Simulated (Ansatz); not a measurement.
**SCF convergence of Al2Ru against the mixing preconditioner**

Theory: DFT PBEsol, scalar-relativistic, plane waves, PAW (Ansatz 0.2.0).

```xyz
3
Lattice="-1.5604 1.5604 4.2218 1.5604 -1.5604 4.2218 1.5604 1.5604 -4.2218" Properties=species:S:1:pos:R:3 pbc="T T T"
Al    0.0000    0.0000    5.5660
Al    0.0000    0.0000    2.8776
Ru    0.0000    0.0000    0.0000
```

```
plane-wave cutoff : 420 eV
Γ-centred k-mesh  : 18×18×18
occupation rule   : Gaussian smearing, 0.1 eV
spin treatment    : unpolarised
```

Each run starts from superposed atomic densities and uses the program's default quasi-Newton mixer with a history of 8, at most 120 iterations and the default threshold on the density residual; only the mixing preconditioner differs.

```tsv
mixing preconditioner	iterations	converged	density residual (eV) at iterations 1, 3, 5
none	8	yes	4.5 0.79 0.00029
kerker-dos	10	yes	4.5 0.45 0.21
ldos	8	yes	4.5 0.57 0.0024
local-kerker	7	yes	4.5 0.093 9.8e-05
```

Cost: 4 runs of about 1.2 core-minutes in all, on Arm Neoverse V1 (shared hosts).